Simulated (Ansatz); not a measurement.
# AlN: the cost of one run

Computed with Ansatz 0.2.0 (DFT PBE, scalar-relativistic, plane waves, PAW, unless a step's input says otherwise).

3 further runs of the same task are left out: 3 set aside as unsound or not needed.

### Step 1. The system as given

The structure is hexagonal, space group P6_3mc (No. 186). Conventional cell: a = 3.130 Å, b = 3.130 Å, c = 5.018 Å, α = 90.00°, β = 90.00°, γ = 120.00°. Al (site symmetry 3m) has 4 N at 1.90 to 1.91 Å as nearest neighbours. N (site symmetry 3m) is surrounded by 4 Al at 1.90 to 1.91 Å.

As a file:

```
Al N
1.0
     3.13021    0.00000    0.00000
    -1.56510    2.71084    0.00000
     0.00000    0.00000    5.01804
Al N
2 2
Direct
  0.66667 0.33333 0.49923
  0.33333 0.66667 0.99923
  0.66667 0.33333 0.88077
  0.33333 0.66667 0.38077
```

It goes back to an entry of the Materials Project.

This cell was relaxed beforehand with the same method: volume 10.65 Å³/atom, gap on the mesh 4.03 eV.

The host's static dielectric tensor, from an earlier linear-response run, has a mean of 8.81.

### Step 2. Reference: the perfect crystal in the supercell

Input file input.yaml:

```yaml
crystal:
  lattice:
    - [3.1302084199, -5.4216800216, 5.0180433219]
    - [3.1302084199, 5.4216800216, 5.0180433219]
    - [-6.2604168399, 0.0, 5.0180433219]
  atoms:
    - { symbol: Al, position: [0.6664114086, 0.3330780753, 0.499744742] }
    - { symbol: Al, position: [0.999744742, 0.6664114086, 0.8330780753] }
    - { symbol: Al, position: [0.3330780753, 0.499744742, 0.6664114086] }
    - { symbol: Al, position: [0.8330780753, 0.499744742, 0.1664114086] }
    - { symbol: Al, position: [0.1664114086, 0.3330780753, 0.999744742] }
    - { symbol: Al, position: [0.499744742, 0.6664114086, 0.3330780753] }
    - { symbol: Al, position: [0.8330780753, 0.999744742, 0.6664114086] }
    - { symbol: Al, position: [0.1664114086, 0.8330780753, 0.499744742] }
    - { symbol: Al, position: [0.499744742, 0.1664114086, 0.8330780753] }
    - { symbol: Al, position: [0.6664114086, 0.8330780753, 0.999744742] }
    - { symbol: Al, position: [0.999744742, 0.1664114086, 0.3330780753] }
    - { symbol: Al, position: [0.3330780753, 0.999744742, 0.1664114086] }
    - { symbol: Al, position: [0.6664114086, 0.499744742, 0.8330780753] }
    - { symbol: Al, position: [0.999744742, 0.8330780753, 0.1664114086] }
    - { symbol: Al, position: [0.3330780753, 0.6664114086, 0.999744742] }
    - { symbol: Al, position: [0.8330780753, 0.6664114086, 0.499744742] }
    - { symbol: Al, position: [0.1664114086, 0.499744742, 0.3330780753] }
    - { symbol: Al, position: [0.499744742, 0.8330780753, 0.6664114086] }
    - { symbol: Al, position: [0.8330780753, 0.1664114086, 0.999744742] }
    - { symbol: Al, position: [0.1664114086, 0.999744742, 0.8330780753] }
    - { symbol: Al, position: [0.499744742, 0.3330780753, 0.1664114086] }
    - { symbol: Al, position: [0.6664114086, 0.999744742, 0.3330780753] }
    - { symbol: Al, position: [0.999744742, 0.3330780753, 0.6664114086] }
    - { symbol: Al, position: [0.3330780753, 0.1664114086, 0.499744742] }
    - { symbol: "N", position: [0.7935885914, 0.460255258, 0.6269219247] }
    - { symbol: "N", position: [0.1269219247, 0.7935885914, 0.960255258] }
    - { symbol: "N", position: [0.460255258, 0.6269219247, 0.7935885914] }
    - { symbol: "N", position: [0.960255258, 0.6269219247, 0.2935885914] }
    - { symbol: "N", position: [0.2935885914, 0.460255258, 0.1269219247] }
    - { symbol: "N", position: [0.6269219247, 0.7935885914, 0.460255258] }
    - { symbol: "N", position: [0.960255258, 0.1269219247, 0.7935885914] }
    - { symbol: "N", position: [0.2935885914, 0.960255258, 0.6269219247] }
    - { symbol: "N", position: [0.6269219247, 0.2935885914, 0.960255258] }
    - { symbol: "N", position: [0.7935885914, 0.960255258, 0.1269219247] }
    - { symbol: "N", position: [0.1269219247, 0.2935885914, 0.460255258] }
    - { symbol: "N", position: [0.460255258, 0.1269219247, 0.2935885914] }
    - { symbol: "N", position: [0.460255258, 0.2935885914, 0.6269219247] }
    - { symbol: "N", position: [0.7935885914, 0.6269219247, 0.960255258] }
    - { symbol: "N", position: [0.1269219247, 0.460255258, 0.7935885914] }
    - { symbol: "N", position: [0.6269219247, 0.460255258, 0.2935885914] }
    - { symbol: "N", position: [0.960255258, 0.2935885914, 0.1269219247] }
    - { symbol: "N", position: [0.2935885914, 0.6269219247, 0.460255258] }
    - { symbol: "N", position: [0.6269219247, 0.960255258, 0.7935885914] }
    - { symbol: "N", position: [0.960255258, 0.7935885914, 0.6269219247] }
    - { symbol: "N", position: [0.2935885914, 0.1269219247, 0.960255258] }
    - { symbol: "N", position: [0.460255258, 0.7935885914, 0.1269219247] }
    - { symbol: "N", position: [0.7935885914, 0.1269219247, 0.460255258] }
    - { symbol: "N", position: [0.1269219247, 0.960255258, 0.2935885914] }
basis:
  ecutwfc: 420
  xc_grid: 2
kpoints:
  mp_grid: { grid: [1, 1, 1], shift: [0.0, 0.0, 0.0] }
hamiltonian:
  xc: pbe
scf:
  occupations: { method: gaussian, width: 0.01 }
output:
  forces: true
  stress: true
  eigenvalues: true
```

Started as:

```bash
ansatz run input.yaml --threads 4 --pin off --max-ram 8192MiB --backend cpu --events-out ev --progress --plain --runs-dir out
```

What time and memory should one allow on 4 threads of Arm Neoverse V2, shared host?

About 1.2 s, with a peak of 0.53 GiB.
